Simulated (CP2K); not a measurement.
## TiC under changes of volume

One of the cells (10.158 Å³/atom); the others are scaled copies at fixed shape and fractional positions:

```
CELL_PARAMETERS angstrom
3.06279 0.00000 0.00000
1.53139 2.65245 0.00000
1.53139 0.88415 2.50076
ATOMIC_POSITIONS crystal
Ti 0.00000 0.00000 0.00000
C 0.50000 0.50000 0.50000
```

The cell is a database's computed one.

```yaml
Program: CP2K 2026.2
Functional: PBEsol
Potentials_or_basis: POTENTIAL_UZH Ti GTH-PBE-q12, C GTH-PBE-q4; TZVP-MOLOPT-PBE-GTH basis
Density_cutoff: 6123 eV
k_mesh: 11 × 11 × 11
Occupations: fermi-dirac, width 0.05 eV
Spin: no spin polarisation
```

| volume (Å³/atom) | energy over the lowest point (meV/atom) | pressure (GPa) |
| --- | --- | --- |
| 9.548 | 14.14 | 11.8 |
| 9.752 | 3.24 | 5.5 |
| 9.955 | 0.00 | -0.3 |
| 10.158 | 3.68 | -5.5 |
| 10.361 | 13.60 | -10.1 |
| 10.564 | 29.14 | -14.3 |
| 10.767 | ? | ? |

Q: What does the run at 10.767 Å³/atom give?

A: Energy over the lowest point 49.76 meV/atom; pressure -18.1 GPa.

Worked out: A Birch-Murnaghan fit of order 3 (a polynomial in V^(-2/3)) to the other rows has its minimum at 9.94 Å³/atom with B0 = V·E''(V) = 268 GPa and B' = 3.9. It gives 49.80 meV/atom at 10.767 Å³/atom, against the run's 49.76, and -dE/dV = -18.2 GPa, against -18.1.

Energies are extrapolated to zero smearing.

Caveats: the potentials were made for another functional, which shifts forces and pressure; the basis of atomic orbitals isn't converged, which shifts pressures, moduli and gaps.
